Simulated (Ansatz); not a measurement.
# Understanding AlN from first principles

**The experiment.** The Crystallography Open Database holds a cell as deposited of hexagonal AlN (space group P6_3mc), temperature not stated (2015, doi:10.1039/C5TC00475F): a, c = 3.081, 5.031 Å, 10.34 Å³/atom.

From “Self-assembly of well-separated AlN nanowires directly on sputtered metallic TiN films”, 2019, arxiv:1910.07391, for a bulk crystal of AlN at 10 K: band gap 6.034 eV (an exciton energy, a little under the gap).

The results are compared with them further down.

Computed with Ansatz (plane waves, PAW, 420 eV cutoff): PBE, scalar-relativistic, no spin polarisation, 12×12×8 k-mesh, Gaussian smearing of 0.05 eV; PAW files: Ansatz's generated set soft_2.

The chain of runs began from a cell as deposited in COD, expanded in volume.

The relaxed structure (symmetry read at 0.01 Å). It takes space group P6_3mc (No. 186, hexagonal). Conventional cell: a = 3.130 Å, b = 3.130 Å, c = 5.018 Å, α = 90.00°, β = 90.00°, γ = 120.00°. Al (site symmetry 3m) is surrounded by 4 N at 1.90 to 1.91 Å. N (site symmetry 3m) has 4 Al at 1.90 to 1.91 Å as nearest neighbours. (Neighbours are counted to 15 % beyond the shortest distance.)

Results at this level of theory:

```
Volume                                                : 10.65 Å³/atom
Band gap                                              : 4.03 eV
Smallest direct gap                                   : 4.03 eV
Bader charges                                         : Al 2.43; N -2.43 e
Formation energy from the elements (0 K, uncorrected) : -1.37 eV/atom
Bulk modulus (Birch–Murnaghan)                        : 193 GPa
Pressure derivative B0′                               : 3.8
```

Question: Should it be a metal or an insulator?

Answer: Formal charges Al³⁺, N³⁻ balance and leave closed shells on every ion, so a band insulator is expected, and the gap is 4.03 eV.

Question: What kind of gap is it?

Answer: It is direct, 4.03 eV. Within 0.6 eV of the edges the projected states are 95 % N 2p at the top of the valence band and 45 % N 2s at the bottom of the conduction band. The conduction edge mixes several shells, so no single label fits the gap.

Shannon's ionic radii give a check on the bond lengths: Al³⁺ with 4 neighbours 0.39 Å + N³⁻ 1.46 Å = 1.85 Å against a computed mean of 1.91 Å. The largest miss is 3 %; bonds longer than the sum point to crowding of the anions, a structure that doesn't suit these ions, or a functional that overestimates volumes.

Question: How ionic is it?

Answer: Bader charges against formal ones: Al +2.43 (+3), N −2.43 (−3). The cations give up 81 % of the formal charge; Bader charges stay under formal ones because the anions' density reaches into the cations' basins, though a share this high marks a strongly ionic bond.

Question: How stiff is it, in energy terms?

Answer: B0·V0 = 192.7 GPa × 10.65 Å³ = 12.81 eV/atom sets the scale: near the minimum ΔE ≈ ½ B0 V0 x², with x = V/V0 − 1, and a pressure of 1.9 GPa squeezes the volume by about 1 %. At the ends of the curve: x = −4.0 % predicts 10.3 meV/atom and the run gives 11.0; x = +4.0 % predicts 10.2 meV/atom and the run gives 9.6. The lopsidedness is anharmonic: atoms resist being pushed together more than being pulled apart.

**Comparison.** The computed cell (3.130, 5.018 Å, 10.65 Å³/atom) differs from the database's by +3.0 % in volume, about +1.0 % in length. The axes miss by +1.6 %, −0.3 %, so errors cancel in the volume. PBE usually overestimates volumes by a few per cent. Against the measured gap of AlN, 6.034 eV (an exciton energy, a little under the gap; 10 K; quoted in “Self-assembly of well-separated AlN nanowires directly on sputtered metallic TiN films”, 2019, arxiv:1910.07391), the calculated 4.03 eV is off by -2.00 eV. 2 values of this kind are on record (6.034 to 6.0343 eV); this one was drawn at random. Kohn–Sham gaps of semilocal functionals mostly fall below measured ones. Temperature and excitons aren't in the calculation.

Kohn–Sham gaps of semilocal functionals lie under measured ones, often by a third or more.
